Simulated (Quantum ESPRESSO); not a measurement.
**Fe in Quantum ESPRESSO: convergence with smearing width**

The system is Fe.

```
Fe
1.0
    -1.44300    1.44300    1.44300
     1.44300   -1.44300    1.44300
     1.44300    1.44300   -1.44300
Fe
1
Direct
  0.00000 0.00000 0.00000
```

- Program: Quantum ESPRESSO 7.5
- Task: single point
- Functional: PBEsol
- Potentials or basis: PseudoDojo 0.4 SR PBEsol stringent
- Cutoff: 1605 eV
- Density cutoff: 6422 eV
- k mesh: 13 × 13 × 13
- Occupations: fermi-dirac, width 0.5 eV
- Spin: collinear spin, ferromagnetic start
- Starting moments: [3.0] μB

These are the settings of the first run; the series varies smearing width, with any setting tied to it.

Hardware: 1 thread of Arm Neoverse V1, with other jobs on the host.

```csv
smearing width,"energy less the tightest run, at zero smearing (meV/atom)",pressure (GPa),absolute moment (μB),SCF cycles,CPU time (s),peak memory (GiB)
0.5 eV,109.17,-16.15,1.82,13,110,0.12
0.3 eV,10.34,-15.91,2.35,11,91,0.12
0.2 eV,-1.85,-16.20,2.43,11,92,0.12
0.136 eV,-1.56,-16.59,2.45,11,91,0.12
0.1 eV,-0.52,-16.85,2.44,11,92,0.12
0.05 eV,0.20,-17.05,2.45,12,98,0.12
0.025 eV,0.03,-16.98,2.45,16,130,0.12
0.01 eV,0.00,-16.84,2.46,16,120,0.12
```

Against the tightest run, the energy stays within 1 meV/atom from 0.1 eV on; the absolute moment stays within 0.02 μB from 0.136 eV on. Not settled before the last step: the pressure (to 0.1 GPa). Narrower smearing needs a denser k mesh, so at a fixed mesh the narrowest width isn't the most accurate. The tightest run that finished is the yardstick and may itself not be fully converged.

Caveat, for the tightest run too: so large a pressure means that the cell lies far from this level's equilibrium, or that cutoff or potentials fall short.
